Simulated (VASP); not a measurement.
# Sn: restarted molecular dynamics, 2 variants

Sn, C2/c (no. 15), 8 atoms in the cell. PBE, molecular dynamics; PAW potentials Sn (PBE set).

| Restart from | Temperature at the end (K) | The same without a restart (K) | Potential energy at the end (eV/atom) | The same without a restart (eV/atom) | Electronic steps in the first step after the restart | Time (s) |
|---|---|---|---|---|---|---|
| CONTCAR with velocities, WAVECAR read | 1340.0 | 1340.0 | -3.63369 | -3.63369 | 4 | 200 |
| CONTCAR with velocities, no WAVECAR | 1340.0 | 1340.0 | -3.63369 | -3.63369 | 13 | 198 |

Limits: 240 fs of 8 atoms are too short for converged averages; the cell is only 4.1 Å across, so each atom moves in step with near copies of itself.

## Input of the first row

INCAR.step1:
```
SYSTEM = Sn
GGA = PE
PREC = Normal
ENCUT = 200
EDIFF = 1E-6
NELMIN = 4
NELM = 60
ALGO = Fast
LREAL = Auto
LASPH = .True.
ISMEAR = -1
SIGMA = 0.05
ISYM = 0
LWAVE = .True.
LCHARG = .False.
IBRION = 0
NSW = 30
POTIM = 4.0
TEBEG = 1000
ISIF = 2
RANDOM_SEED = 151349 0 0
MDALGO = 2
SMASS = 0
KPAR = 2
```

INCAR.step2, as INCAR.step1 but for:
```
- LWAVE = .True.
+ LWAVE = .False.
```

KPOINTS:
```
k-points
0
Gamma
  3 3 2
```

POSCAR.step1:
```
Sn
1.0
    5.1704645251     -2.2627010000      0.0000000000
    5.1704645251      2.2627010000      0.0000000000
   -3.2662226444      0.0000000000      9.7734708863
Sn
8
Direct
    0.2520930000      0.2424530000      0.1223180000
    0.7575470000      0.7479070000      0.3776820000
    0.7479070000      0.7575470000      0.8776820000
    0.2424530000      0.2520930000      0.6223180000
    0.0054700000      0.9945300000      0.2500000000
    0.9945300000      0.0054700000      0.7500000000
    0.5000000000      0.5000000000      0.0000000000
    0.5000000000      0.5000000000      0.5000000000
```

Commands (each step's output is kept before the next begins):
```
cat potpaw_PBE.64/Sn/POTCAR > POTCAR
cp INCAR.step1 INCAR
cp POSCAR.step1 POSCAR
mpirun -np 2 vasp_std > vasp.out
cp CONTCAR POSCAR
cp INCAR.step2 INCAR
mpirun -np 2 vasp_std > vasp.out
```

Changes of the last row against the first:
```
(step 1)
- LWAVE = True
+ LWAVE = False
```

VASP 6.6.1 took 200 s on 2 cores (AMD EPYC 7R13 (Zen 3)), a shared host.
